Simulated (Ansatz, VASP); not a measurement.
**Cross-check of Zr (Zr strained to the junction's net) between VASP and Ansatz**

One calculation is typed for both programs; each brings its own data sets. How far apart do they land? The structure shown is the end of the Ansatz relaxation below.

Main program and level: Ansatz 0.2.0; plane waves, with VASP 6.6.1 beside it; single point at PBE with D3(BJ).

In doubt: too few empty bands were carried (step 2), so the values of those runs are not to be relied on.

### Step 1. The starting structure

The structure is hexagonal, space group P6_3/mmc (No. 194). Conventional cell: a = 3.230 Å, b = 3.230 Å, c = 5.061 Å, α = 90.00°, β = 90.00°, γ = 120.00°. Zr has 12 Zr at 3.14 to 3.23 Å nearest.

### Step 2. Ansatz: relaxation, PBE with D3(BJ)

Ansatz runs on its default PAW (the set named soft_2) files.

This run makes the geometry at which the two programs are then compared.

File input.yaml:

```yaml
crystal:
  lattice:
    - [3.23, 0.0, 0.0]
    - [-1.615, 2.7972620542, 0.0]
    - [0.0, 0.0, 5.17]
  atoms:
    - { symbol: Zr, position: [0.0, 0.0, 0.0] }
    - { symbol: Zr, position: [0.3333333333, 0.6666666667, 0.5] }
kpoints:
  mp_grid: { grid: [12, 12, 6] }
scf:
  occupations: { method: fermi_dirac, width: 0.1 }
  max_iter: 150
hamiltonian:
  xc: pbe
  dispersion: d3bj
relax:
  f_tol: 0.01
  max_steps: 40
  cell: { fix: [a, b, angles] }
```

Started as:

```sh
$ ansatz run input.yaml --threads 4 --pin off --max-ram 10240MiB --backend cpu --events-out ev --progress --plain --runs-dir out
```

Numbers of over 12 decimals in the logs are rounded to 6 here.

The log of the run:

```text
Engine: ansatz 0.2.0, aarch64-unknown-linux-gnu
Pseudopotentials: kind: paw
Pseudopotential: Zr, paw, valence charge 12, recommended cutoff 420 eV (normal), Zr.paw.azcp
Functional definition: PBE
  parameter kappa = 0.804
  parameter beta = 0.066725
  exchange = pbe_x(kappa = kappa, mu = beta*pi^2/3)
  correlation = pbe_c(beta = beta)
Crystal: 2 atoms, lattice volume = 46.712 Å³
Basis set: ecut = 420 eV, 941 PW (Γ), exchange–correlation on 48×48×72 points (8 copies of the dense FFT grid, shifted against one another)
Bands: 16, of which v1, the nominal top of the filled ones, is band 12 counted from 1 (11 counted from 0)
Symmetry: 24 space group operations
Space group: P63/mmc (ITA 194), of the structure as read, at distance tolerance 3.6e-5 Å
k-points: 76 of 864
Non-local potential: Zr, projectors of the file, l = 0: 3, l = 1: 2, l = 2: 2, l = 3: 2
PAW form: soft (Blöchl's): semilocal exchange-correlation on the pseudo side does not see the compensation charge
PAW one-centre angular grid: Zr, 590 points (default); XC on 64 Gauss nodes
Initial density: superposition of atomic densities (neutral atoms: chi_scale 0, normalization atom), corrected by the library's trained network
Initial wavefunctions: pseudopotential atomic-orbital guess
Functional: x = pbe(κ = 0.804, μ = 0.219515), c = pbe(β = 0.066725)
SCF iter   1: F=—  HF=-8368.758546 eV  |F-HF|=—  |Δ(HF+E_count)|=         —  Δρ=2.72e-3  dr2=1.26e-3  ethr=1.77e-3  ⟨swp⟩=4.8  Hψ=5141  notcnv=0
preconditioner: auto → Kerker (q_TF=auto, 2.442 Å⁻¹)  [metal: Δε(μ)=0.013 eV  Ē_g=3.134 eV  σ=0.100 eV  W_gap=0.03  n_scr=10 (ndim 8)  ℏωp=15.4 eV  f_vac=0.000  D(μ)=2.12/eV (n_scr^D=22)]
SCF iter   2: F=—  HF=-8368.757750 eV  |F-HF|=—  |Δ(HF+E_count)|=   7.96e-4  Δρ=1.65e-3  dr2=5.13e-4  ethr=5.26e-6  ⟨swp⟩=2.6  Hψ=2659  notcnv=0
SCF iter   3: F=—  HF=-8368.758088 eV  |F-HF|=—  |Δ(HF+E_count)|=   3.38e-4  Δρ=2.84e-4  dr2=2.47e-5  ethr=2.14e-6  ⟨swp⟩=3.0  Hψ=2198  notcnv=0
SCF iter   4: F=—  HF=-8368.758079 eV  |F-HF|=—  |Δ(HF+E_count)|=   9.32e-6  Δρ=1.06e-4  dr2=4.10e-6  ethr=1.03e-7  ⟨swp⟩=2.6  Hψ=2046  notcnv=0
iter 5 did not close the SCF: its close was put off for the readings that it lacked (scf_convergence_deferred on its scf_iter line)
SCF iter   5: F=-8368.758079 eV  HF=-8368.758079 eV  |F-HF|=2.36e-9  |Δ(HF+E_count)|=   3.46e-7  Δρ=1.45e-5  dr2=6.58e-8  ethr=1.71e-8  ⟨swp⟩=2.9  Hψ=2254  notcnv=0
SCF iter   6: F=-8368.758079 eV  HF=-8368.758079 eV  |F-HF|=9.97e-10  |Δ(HF+E_count)|=   8.26e-9  Δρ=3.18e-6  dr2=3.24e-9  ethr=2.74e-10  ⟨swp⟩=2.0  Hψ=3820  notcnv=0
SCF 1 converged in 6 iterations: F = -8368.758079 eV  dr2 = 3.24e-9
  greatest PAW one-centre occupation: 0.996 electrons in one spin orbital (limit 2), on the Zr atom at site 1 (counted from 0), in its partial waves of l = 0
relax step   1: F+E_penalty+E_count = -8368.75807865 eV  Δ(F+E_penalty+E_count) = +0.000e0 eV  max|allowed force component| = 8.095e-17 eV/Å  Δτ_max = 0.0000 Å  P = -3.559 GPa  Ω = 46.712 Å³  fix = [a, b, alpha, beta, gamma]  reactions: a -3.582, b -3.582 GPa  (6 SCF iters, dr2 threshold 1.00e-7 eV, accepted)
[...]
relax step   3: F+E_penalty+E_count = -8368.76921696 eV  Δ(F+E_penalty+E_count) = -3.671e-3 eV  max|allowed force component| = 1.237e-16 eV/Å  Δτ_max = 0.0000 Å  P = -1.590 GPa  Ω = 45.755 Å³  energy of the carried Pulay correction = +1.124e-4 eV  fix = [a, b, alpha, beta, gamma]  reactions: a -2.328, b -2.328 GPa  (6 SCF iters, dr2 threshold 2.00e-7 eV, accepted)
[...]
relax step   4: F+E_penalty+E_count = -8368.76923136 eV  Δ(F+E_penalty+E_count) = -1.440e-5 eV  max|allowed force component| = 4.626e-17 eV/Å  Δτ_max = 0.0000 Å  P = -1.526 GPa  Ω = 45.725 Å³  energy of the carried Pulay correction = +1.159e-4 eV  fix = [a, b, alpha, beta, gamma]  reactions: a -2.288, b -2.288 GPa  (6 SCF iters, dr2 threshold 3.28e-8 eV, accepted)
[...]
relax step   5: F+E_penalty+E_count = -8368.76912744 eV  Δ(F+E_penalty+E_count) = +1.039e-4 eV  max|allowed force component| = 1.850e-17 eV/Å  Δτ_max = 0.0000 Å  P = -1.528 GPa  Ω = 45.725 Å³  fix = [a, b, alpha, beta, gamma]  reactions: a -2.288, b -2.288 GPa  stress off target by 7.15e-3 GPa on what of the cell is left free  SCF on the basis re-selected at this cell (its energy is not comparable with the rows above)  (8 SCF iters)
basis re-selected at this cell: Δ(F+E_penalty+E_count) = +1.039e-4 eV, ΔP = -0.002 GPa vs the last step (what re-selecting the basis moved, of the pressure what is left beyond the Pulay correction that the steps carried, after the strain that the cell walked since its last selection, with what the two solves' SCF thresholds leave and, on support functions, any second-order correction that the steps lacked; it is no m [...]
SCF converged after 8 iterations
Free energy (F): -8368.769127 eV
Harris-Foulkes:  -8368.769127 eV  (|F-HF|=1.82e-12)
Internal energy: -8368.700237 eV  (E = F + TS)
E sigma→0 (E₀):  -8368.734682 eV
Entropy (-TS):   -0.068891 eV (-34.445 meV/atom)
Fermi energy:    14.281444 eV
--- Per-component energies (eV) ---
  E_band       = -186.138425
  E_kinetic    = 666.379595
  E_local      = -1237.413126  (includes V_loc(G=0)·N_el)
  E_nonlocal   = 161.217837
  E_hartree    = 383.393531
  E_xc         = -323.322289
  E_vxc        = -381.868946  (∫ρ·V_xc dr)
  E_paw        = -5908.338632  (= ΣΔE_a)
  E_vpaw       = -161.240897  (= ΣTr[D̂ρ^β])
  E_aug_tail   = 0.000049  (compensation charges beyond the density's cutoff)
  E_ewald      = -2109.540015
  E_disp       = -1.077188  (pairwise vdW)
  E_smearing   = -0.068891  (= −TS)
  E_closure    = 0.000000  (closes the sum)
  Σ components = -8368.769127   (vs F -8368.769127, Δ=0.00e0)
--- Forces (eV/Å), atoms counted from 1 ---
  atom   1  Zr     0.00000000     0.00000000     0.00000000
  atom   2  Zr    -0.00000000     0.00000000    -0.00000000
  max |Σ_I F_I| component: 4.63e-18 eV/Å
--- Stress (GPa, compression-positive) ---
       -2.288027       0.000000       0.000000
        0.000000      -2.288027      -0.000000
        0.000000      -0.000000      -0.007146
  P = ⅓ Tr σ = -1.5277 GPa (-15.277 kbar)
--- Band table (eV; the first three rows and the last of 76) ---
  k-point 0: bands = [... 8 lower, 8.6250, 11.2269, 15.1352, 15.1352, 15.4661, 15.6851, 15.8849, 15.8849]
  k-point 1: bands = [... 8 lower, 8.8663, 11.2220, 15.0043, 15.0043, 15.2454, 15.2738, 15.6939, 15.6939]
  k-point 2: bands = [... 8 lower, 9.5270, 11.0365, 14.5480, 14.8157, 14.9004, 14.9004, 15.3144, 15.3144]
  k-point 75: bands = [... 8 lower, 12.8309, 12.8309, 12.9928, 12.9928, 14.2847, 14.2847, 16.4028, 16.4028]
--- Relaxed structure (4 steps of the walk, 4 accepted, 1 SCFs on fresh bases) ---
  F+E_penalty+E_count = -8368.76912744 eV   max|allowed force component| = 1.850e-17 eV/Å   (the final SCF, on the basis selected at the relaxed cell)
  cell:  # Å, volume = 45.7251 Å³
    - [3.230000, 0, 0.0]
    - [-1.615000, 2.797262, 0.0]
    - [0.0, 0.0, 5.060797]
  atoms:
    - { symbol: Zr, position: [9.251858539620026e-18, -5.0885221963063406e-17, 0.0] }
    - { symbol: Zr, position: [0.333333, 0.666667, 0.500000] }
```

### Step 3. VASP: single point, PBE with D3(BJ)

The same cell, functional, mesh and smearing now go to VASP, with its own data sets.

Lines of VASP's logs that name or quote its potential files are left out, and so is its time.

File INCAR:

```
SYSTEM = Zr
PREC = Accurate
ENCUT = 500
EDIFF = 1E-06
NELM = 120
ISMEAR = -1
SIGMA = 0.1
LREAL = .FALSE.
ALGO = Normal
GGA = PE
IVDW = 12
NBANDS = 18
LASPH = .TRUE.
LORBIT = 11
LWAVE = .FALSE.
LCHARG = .FALSE.
ISIF = 2
GGA_COMPAT = .FALSE.
KPAR = 2
```

File POSCAR:

```
Zr
1.0
    3.2300000000      0.0000000000      0.0000000000
   -1.6150000000      2.7972620542      0.0000000000
    0.0000000000      0.0000000000      5.0607971609
Zr
2
Direct
    0.0000000000      0.0000000000      0.0000000000
    0.3333333333      0.6666666667      0.5000000000
```

File KPOINTS:

```
Automatic mesh
0
Gamma
12 12 6
0 0 0
```

PAW data sets: Zr_sv (PBE family, release 64).

Started as:

```sh
$ mpirun -np 2 vasp_std
```

The log of the run:

```text
[banner, memory and clock lines left out]
running    2 mpi-ranks, on    1 nodes
 distrk:  each k-point on    1 cores,    2 groups
 distr:  one band on    1 cores,    1 groups

 POSCAR found type information on POSCAR Zr
 POSCAR found :  1 types and       2 ions
 LDA part: xc-table for (Slater+PW92), standard interpolation
 POSCAR, INCAR and KPOINTS ok, starting setup
 FFT: planning ... GRIDC
 FFT: planning ... GRID_SOFT
 FFT: planning ... GRID
 WAVECAR not read
 entering main loop
       N       E                     dE             d eps       ncg     rms          rms(c)
DAV:   1     0.212009641325E+03    0.21201E+03   -0.13192E+04  2736   0.130E+03
DAV:   2    -0.393478362386E+01   -0.21594E+03   -0.21274E+03  3152   0.373E+02
DAV:   3    -0.174647411719E+02   -0.13530E+02   -0.13357E+02  4940   0.690E+01
DAV:   4    -0.177343035493E+02   -0.26956E+00   -0.26925E+00  3182   0.101E+01
DAV:   5    -0.177453938063E+02   -0.11090E-01   -0.11084E-01  4174   0.133E+00    0.148E+01
DAV:   6    -0.171657801540E+02    0.57961E+00   -0.91645E-01  2948   0.765E+00    0.589E+00
DAV:   7    -0.170547526904E+02    0.11103E+00   -0.60783E-01  3920   0.542E+00    0.113E+00
DAV:   8    -0.170608465007E+02   -0.60938E-02   -0.38634E-02  3578   0.153E+00    0.275E-01
DAV:   9    -0.170610559645E+02   -0.20946E-03   -0.16583E-03  3358   0.389E-01    0.324E-02
DAV:  10    -0.170610147361E+02    0.41228E-04   -0.44650E-05  3758   0.422E-02    0.225E-02
DAV:  11    -0.170610150123E+02   -0.27618E-06   -0.10301E-05  3000   0.368E-02    0.333E-03
DAV:  12    -0.170610149463E+02    0.66007E-07   -0.30378E-07  1658   0.417E-03
   1 F= -.18137814E+02 E0= -.18103380E+02  d E =-.688667E-01
```

OUTCAR, selected parts (step 3):

```text
ion  position               nearest neighbor table
   1  0.000  0.000  0.000-   2 3.14   2 3.14   2 3.14   2 3.14   2 3.14   2 3.14
   2  0.333  0.667  0.500-   1 3.14   1 3.14   1 3.14   1 3.14   1 3.14   1 3.14

  LATTYP: Found a hexagonal cell.
 ALAT       =     3.2300000000
 C/A-ratio  =     1.5668102665

 Subroutine GETGRP returns: Found 24 space group operations
 (whereof 12 operations were pure point group operations)

The static configuration has the point symmetry D_3h.
 The point group associated with its full space group is D_6h.

 Found     76 irreducible k-points:

   k-points           NKPTS =     76   k-points in BZ     NKDIM =     76   number of bands    NBANDS=     18

   dimension x,y,z NGX =    24 NGY =   24 NGZ =   40
   dimension x,y,z NGXF=    48 NGYF=   48 NGZF=   80

   ENCUT  =  500.0 eV  36.75 Ry    6.06 a.u.   5.89  5.89  9.23*2*pi/ulx,y,z

   NELECT =      24.0000    total number of electrons

 k-points in reciprocal lattice and weights: Automatic mesh
   0.00000000  0.00000000  0.00000000       0.001
   0.08333333 -0.00000000  0.00000000       0.007
   0.16666667 -0.00000000  0.00000000       0.007
   0.25000000 -0.00000000  0.00000000       0.007
   0.33333333 -0.00000000  0.00000000       0.007
   0.41666667 -0.00000000  0.00000000       0.007
   0.50000000 -0.00000000  0.00000000       0.003
   0.08333333  0.08333333  0.00000000       0.007
   0.16666667  0.08333333  0.00000000       0.014
[...]
0.33333333  0.25000000  0.50000000       0.014
   0.33333333  0.33333333  0.50000000       0.002

 average (electrostatic) potential at core
       1 -74.3657       2 -74.3657

 E-fermi :   9.1767

 k-point     1 :       0.0000    0.0000    0.0000
  band No.  band energies     occupation
    ...
      6     -17.1025      2.00000
      7     -17.1025      2.00000
      8     -17.0789      2.00000
      9       3.5098      2.00000
     10       6.1191      2.00000
     11      10.0313      0.00039
     12      10.0313      0.00039
     13      10.3620      0.00001
     14      10.5787      0.00000
     15      10.7810      0.00000
    ...

 k-point     2 :       0.0833   -0.0000    0.0000
  band No.  band energies     occupation
    ...
      6     -17.1517      2.00000
      7     -17.1081      2.00000
      8     -17.0896      2.00000
      9       3.7060      2.00000
     10       6.2939      2.00000
     11       9.6017      0.02814
     12      10.1393      0.00013
     13      10.2126      0.00006
     14      10.5971      0.00000
     15      10.7119      0.00000
    ...

 k-point     3 :       0.1667   -0.0000    0.0000
  band No.  band energies     occupation
    ...
      8     -17.1217      2.00000
      9       4.2569      2.00000
     10       6.7360      2.00000
     11       8.9962      1.71768
     12       9.2267      0.75552
     13      10.2295      0.00005
     14      10.6969      0.00000
     15      10.7442      0.00000
     16      10.8078      0.00000
     17      11.2053      0.00000
    ...

 Edisp (eV)   -1.07680

  Total      -0.64115    -0.64115     0.00870    -0.00000     0.00000     0.00000
  in kB     -22.46533   -22.46533     0.30487    -0.00000     0.00000     0.00000
  external pressure =      -14.88 kB  Pullay stress =        0.00 kB

  energy-cutoff  :      500.00
  volume of cell :       45.73
      direct lattice vectors                 reciprocal lattice vectors
     3.230000000  0.000000000  0.000000000     0.309597523  0.178746213  0.000000000
    -1.615000000  2.797262054  0.000000000     0.000000000  0.357492427  0.000000000
     0.000000000  0.000000000  5.060797161     0.000000000  0.000000000  0.197597329

 POSITION                                       TOTAL-FORCE (eV/Angst)
 -----------------------------------------------------------------------------------
      0.00000      0.00000      0.00000        -0.000000      0.000000      0.000000
     -0.00000      1.86484      2.53040         0.000000     -0.000000      0.000000
 -----------------------------------------------------------------------------------
    total drift:                                0.000000     -0.000000     -0.000000

  FREE ENERGIE OF THE ION-ELECTRON SYSTEM (eV)
  ---------------------------------------------------
  free  energy   TOTEN  =       -18.1378135318 eV

  energy  without entropy=      -18.0689468587  energy(sigma->0) =      -18.10338020

 total charge
# of ion       s       p       d       tot
------------------------------------------
    1        2.236   5.961   1.645   9.842
    2        2.236   5.961   1.645   9.842
--------------------------------------------------
tot          4.473  11.921   3.290  19.684

[... 3 further parts left out ...]
```

Dispersion corrections of this kind ignore metallic screening and tend to overbind metals.

### Step 4. Comparison

Known differences besides the potentials themselves: the cutoff is 420 eV in Ansatz and 500 eV in VASP; Ansatz's pressure holds a Pulay correction, VASP's none. Total energies have different zeros and are not compared.

The two programs side by side:

```tsv
quantity	Ansatz	VASP	difference
pressure (GPa)	-1.53	-1.49	-0.04
```

### Step 5. What came out

```yaml
difference_in_pressure_single_point_pbe_with_d3_bj: -0.040 GPa
```

The difference in pressure is -0.040 GPa (single point, PBE with D3(BJ)), within the 1 GPa picked in this series as the mark of a large difference. How closely two codes agree says nothing of how well the functional describes the real material.

[Lines on the potential files, build, host, timing and source positions are cut from VASP's logs without a mark.]

[Logs are printed without paths, hosts, clocks, repeated set-up lines and the standing remarks that a program may print on its own settings, such as how far it seeks lower states.]

[Hosts, paths, dates, database ids (printed as entryN), source tags and the programs' standing remarks are cut or masked in the printed files.]
